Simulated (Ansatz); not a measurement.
Isolated molecules relaxed with PBE0-D4/def2-TZVP in Ansatz; ΔE leaves out vibrations. CBS: MP2 limit from def2 TZ/QZ plus the TZ coupled-cluster correction, frozen cores. DFT in def2-TZVPP. B3LYP here is the variant with VWN-RPA as its local correlation; programs differ in this. For Ge outer-core shells are correlated without core-valence functions, which leaves a few kJ/mol of doubt a bond. Scalar relativity is left out up to krypton. One conformer a species, not always the lowest.

Reaction (substitution at a C–C bond): methyl methacrylate + `O[SiH2][O][GeH3]` → `CO[SiH2][O][GeH3]` + methyl acrylate

Q: Is it downhill or uphill in electronic energy at CCSD(T)/CBS, and by how much? (Estimate.)

A: Computed: Uphill: ΔE = +71.2 kJ/mol.

Q: What do these levels give: PBE-D4, PBE0-D4, B3LYP-D4, ωB97X-V, PBE, r2SCAN, B3LYP, CCSD/def2-TZVPP, HF/def2-QZVPP, MP2/def2-QZVPP, HF/CBS(def2), CCSD/CBS(def2)? (An estimate is asked.)

A: Ansatz gave: PBE-D4 69.3, PBE0-D4 70.0, B3LYP-D4 62.6, ωB97X-V 65.4, PBE 67.9, r2SCAN 69.0, B3LYP 60.4, CCSD/def2-TZVPP 67.2, HF/def2-QZVPP 51.0, MP2/def2-QZVPP 77.9, HF/CBS(def2) 50.9, CCSD/CBS(def2) 69.0 kJ/mol.

Largest T1 diagnostic among the species: 0.015.

In def2-TZVPP, CCSD(T) changes the Hartree–Fock value by +17.9 kJ/mol (the triples alone add +2.2 kJ/mol) and MP2 by +25.6 kJ/mol.
